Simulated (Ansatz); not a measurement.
Crystal: C.

```
C
1.0
     2.52210    0.00000    0.00000
    -1.26105    2.18420    0.00000
     0.00000    0.00000   12.35570
C
12
Direct
  0.66667 0.33333 0.35417
  0.33333 0.66667 0.85417
  0.66667 0.33333 0.14583
  0.33333 0.66667 0.64583
  0.66667 0.33333 0.47917
  0.33333 0.66667 0.97917
  0.66667 0.33333 0.02083
  0.33333 0.66667 0.52083
  0.00000 0.00000 0.81250
  0.00000 0.00000 0.31250
  0.00000 0.00000 0.68750
  0.00000 0.00000 0.18750
```

This is a hexagonal form of diamond, not graphite.

```yaml
Program: Ansatz 0.2.0
Task: relaxation of cell and atoms
Functional: RPBE
Potentials_or_basis: Ansatz PAW
Cutoff: "420 eV (not typed: the program's choice for these potentials)"
k_mesh: 12 × 12 × 3
Occupations: fermi-dirac, width 0.05 eV
Spin: no spin polarisation
```

At the start: volume 5.67 Å³/atom.

Problem. Where does the relaxation end?

Solution. It ends after 8 steps and the volume is 5.78 Å³/atom (+1.9 %); space group P6_3/mmc (No. 194, to 0.05 Å).

The path:
```
step  energy change (eV)  largest force (eV/Å)  volume (Å³)
   1              0.0000                0.3293        68.06
   2             -0.0362                0.3206        68.84
   3             -0.0422                0.1023        69.31
   4             -0.0425                0.0326        69.33
   5             -0.0426                0.0004        69.33
   6             -0.0500                0.0015        69.33
   7             -0.0498                0.0002        69.36
   8             -0.0501                0.0003        69.36
```

Final structure:
```xyz
12
Lattice="2.5325 0.0000 0.0000 -1.2663 2.1932 0.0000 0.0000 0.0000 12.4870" Properties=species:S:1:pos:R:3 pbc="T T T"
C     1.2663    0.7311    4.4316
C     0.0000    1.4622   10.6751
C     1.2663    0.7311    1.8119
C     0.0000    1.4622    8.0554
C     1.2663    0.7311    5.9842
C     0.0000    1.4622   12.2277
C     1.2663    0.7311    0.2593
C     0.0000    1.4622    6.5028
C     0.0000    0.0000   10.1537
C     0.0000    0.0000    3.9102
C     0.0000    0.0000    8.5768
C     0.0000    0.0000    2.3333
```

Caveat: the plane-wave basis is chosen anew once the cell has moved, so the energies of steps on either side of that aren't comparable; the pressure holds a Pulay correction of +0.9 GPa for the finite cutoff; the PAW data sets come from PBE, with cores solved anew for the run's functional, which leaves a small shift of forces and pressure.
